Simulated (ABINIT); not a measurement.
Crystal: Te2Pt (Moncheite).

```xyz
3
Lattice="4.0100 0.0000 0.0000 -2.0050 3.4728 0.0000 0.0000 0.0000 5.2010" Properties=species:S:1:pos:R:3 pbc="T T T"
Pt    0.0000    0.0000    0.0000
Te    2.0050    1.1576    3.9007
Te    0.0000    2.3152    1.3002
```

Base run:

| Quantity | Value |
| --- | --- |
| Program | ABINIT 10.8.3 (patched build) |
| Functional | revPBE |
| Potentials or basis | JTH PAW PBE v2.0 |
| Cutoff | 435 eV |
| k mesh | 8 × 8 × 5 |
| Occupations | fermi-dirac, width 0.05 eV |
| Spin | no spin polarisation |

Its results: band gap on the k mesh none (metal or under the smearing width); pressure 11.4 GPa; largest force 1.248 eV/Å.

Q: After a change of settings the same cell gave: band gap on the k mesh none (metal or under the smearing width); pressure 5.5 GPa; largest force 0.965 eV/Å. Which change was it?
A. functional from revPBE to PBEsol
B. functional from revPBE to rPW86PBE
C. functional from revPBE to HCTH407

A: A.

PBEsol binds more tightly than revPBE, so the same cell stands under less pressure.

Caveats: the PAW data sets were made with another functional, which shifts forces and pressure a little; spin-orbit coupling is left out, which moves the levels of the heavy elements.

Runs at the PBE level aren't shown here.
